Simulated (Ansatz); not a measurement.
## Hg

```yaml
crystal:
  lattice:
    - [1.73000, 0.99882, 2.23400]
    - [-1.73000, 0.99882, 2.23400]
    - [0.00000, -1.99763, 2.23400]
  atoms:
    - { symbol: Hg, position: [0.00000, 0.00000, 0.00000] }
```

The cell comes from COD entry 1541226, which wasn't checked; take it as a given geometry.

No spin–orbit coupling, which matters for the heavy atoms here.

Computed with DFT, PBE, all-electron LAPW, scalar-relativistic in Ansatz 0.2.0.

Numerical set-up: a Γ-centred 12×12×12 k mesh, Fermi–Dirac smearing of 0.03 eV, basis error target 0.5 meV/atom, no spin polarisation.

- Pressure at this cell: 6.10 GPa
- Band gap: none: bands cross the Fermi level, a metal
- Stress xx, yy, zz (compression positive): 5.79, 5.79, 6.73 GPa
- Density of states at the Fermi level (0.2 eV bin): 0.30 states/eV per cell
- Volume per atom: 156.3 bohr³
